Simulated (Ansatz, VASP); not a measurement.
Ta: VASP beside Ansatz

```xyz
1
Lattice="-1.6264 1.6264 1.6264 1.6264 -1.6264 1.6264 1.6264 1.6264 -1.6264" Properties=species:S:1:pos:R:3 pbc="T T T"
Ta    0.0000    0.0000    0.0000
```

Alike in both runs: functional LDA; k mesh 16 × 16 × 16; occupations gaussian, width 0.1 eV; no spin polarisation.

Ansatz relaxed the structure, and its values are those at the end. VASP's run is a single point on that final structure, the one shown.

```csv
,VASP,Ansatz
version,VASP 6.6.1,Ansatz 0.2.0
potentials or method,"VASP PAW LDA potentials, release 64 (Ta_pv)","scalar-relativistic, plane waves, PAW"
plane-wave cutoff (eV),520,420
valence electrons in the cell,11,13
```

```csv
,VASP,Ansatz,Ansatz less VASP
gap on the k mesh at the Fermi level (eV),none,none,-
pressure (GPa),0.8,0.0,-0.84
```

A gap of «none» marks a metal or a gap that the smearing closes. The two sets of potentials don't hold the same shells in valence. Ansatz warned: «pseudo_functional_mismatch».

Spin-orbit coupling is left out, which matters for the levels of Ta.
